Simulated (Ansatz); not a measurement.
Runs of Ansatz 0.2.0 on C. The structure is cubic, space group Fd-3m (No. 227). Conventional cell: a = 3.567 Å, b = 3.567 Å, c = 3.567 Å, α = 90.00°, β = 90.00°, γ = 90.00°. Around C (site symmetry -43m) lie 4 C at 1.54 Å. This isn't the form of C at room conditions, which is graphite.

| task | level | cutoff (eV) | points for each segment of the path | gap on the mesh (eV) | pressure (GPa) | V0 of scaled cells (Å³/atom) | B0 (GPa) |
| --- | --- | --- | --- | --- | --- | --- | --- |
| equation of state | r2SCAN | 500 | - | - | - | (c) | 451 |
| equation of state | LDA | 420 | - | - | - | (b) | 467 |
| band structure | r2SCAN | 500 | 14 | (a) | -2.4 | - | - |
| band structure | LDA | 420 | 14 | 4.11 | -13.1 | - | - |

Alike in all rows: potentials or basis Ansatz PAW; no spin polarisation; cell as given; k mesh 13 × 13 × 13; smearing fermi-dirac 0.05 eV.

Task: Fill in the values left out.

Result: (a) 4.36; (b) 5.51; (c) 5.64.

Caveats: the PAW data sets come from PBE, with cores solved anew for the run's functional, which leaves a small shift of forces and pressure (some runs); the PAW data sets were made with another functional, which shifts forces and pressure a little (some runs).

Runs at the PBE level aren't shown here.
